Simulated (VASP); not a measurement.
Runs of VASP 6.6.1 on Tm. Symmetry: Im-3m, No. 229, cubic system. The conventional cell has a = 3.941 Å, b = 3.941 Å, c = 3.941 Å, α = 90.00°, β = 90.00°, γ = 90.00°. Tm (site symmetry m-3m) is surrounded by 8 Tm at 3.41 Å. This isn't the form of Tm at room conditions, which is hcp.

```tsv
level	gap on the mesh (eV)	pressure (GPa)	moment (μB)	relaxed volume (Å³/atom)
PBE+D2	none	0.0	1.14	31.70
PBE+D4	none	0.0	1.10	33.54
PBE+D3	none	0.0	1.14	32.03
PBE	none	0.0	1.10	34.00
PBE+D3(BJ)	none	0.0	1.14	(c)
PBE+rVV10	none	0.0	(b)	32.94
PBE+dDsC	none	0.0	(a)	32.51
```

Alike in all rows: task relaxation of cell and atoms; potentials or basis VASP PAW PBE potentials, release 64 (Tm); spin collinear, ferromagnetic start; cell relaxed; k mesh 7 × 7 × 7; cutoff (eV) 600; smearing fermi-dirac 0.05 eV.

Fill in the values left out.

(a) 1.13; (b) 1.12; (c) 31.93.

Caveats: the magnetic or orbital state may not be the lowest; spin-orbit coupling is left out, which moves the levels of the heavy elements; pairwise dispersion overbinds metals, which lowers pressure and volume (some runs); atom-pairwise D2, TS and ULG terms overbind metals (some runs).

A k mesh can miss the band edges, and the runs leave out spin-orbit coupling on Tm.

A gap of «none» marks a metal or a gap under the smearing width.
